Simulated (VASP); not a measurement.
A run of VASP 6.6.1 is set up as follows.

INCAR

```
PREC = Accurate ; ENCUT = 600
EDIFF = 1E-7 ; ISMEAR = 1
SIGMA = 0.1 ; LREAL = False
LASPH = True ; NELM = 80
ALGO = Normal ; ISIF = 3
LWAVE = False ; LCHARG = False
GGA = CA ; IBRION = 2
NSW = 90 ; EDIFFG = -0.005
KPAR = 2
```

The input KPOINTS:

```
Automatic mesh
0
Gamma
  10 10 10
```

Contents of POSCAR:

```
LaB6                                    
1.0
    4.0988512529     -0.0000000000     -0.0000000000
    0.0000000000      4.0988512529     -0.0000000000
    0.0000000000      0.0000000000      4.0988512529
  La              B             
     1     6
Direct
     0.0000000000000000    0.0000000000000000    0.0000000000000000
     0.1998095642780008    0.5000000000000000    0.5000000000000000
     0.5000000000000000    0.1998095642780008    0.5000000000000000
     0.8001904357219992    0.5000000000000000    0.5000000000000000
     0.5000000000000000    0.8001904357219992    0.5000000000000000
     0.5000000000000000    0.5000000000000000    0.1998095642780009
     0.5000000000000000    0.5000000000000000    0.8001904357219992
```

Potentials or basis: VASP PAW LDA potentials, release 64 (La, B).

Run with:

```console
$ cat potpaw_LDA.64/La/POTCAR potpaw_LDA.64/B/POTCAR > POTCAR
$ mpirun -np 2 vasp_std > vasp.out
```

Estimate the band gap on the k mesh.

none (metal or under the smearing width).

What does it give for the relaxed volume?

9.84 Å³/atom.

Estimate the space group after relaxing (to 0.05 Å).

Pm-3m (No. 221).

Estimate the relaxed cell.

a = 4.099 Å, b = 4.099 Å, c = 4.099 Å, α = 90.00°, β = 90.00°, γ = 90.00°.

Final structure:
```
La B
1.0
     4.09901    0.00000    0.00000
     0.00000    4.09901    0.00000
     0.00000    0.00000    4.09901
La B
1 6
Cartesian
  0.0000 0.0000 4.0990
  0.8191 2.0495 2.0495
  2.0495 0.8191 2.0495
  3.2799 2.0495 2.0495
  2.0495 3.2799 2.0495
  2.0495 2.0495 0.8191
  2.0495 2.0495 3.2799
```

Spin-orbit coupling is left out, which matters for the levels of La.
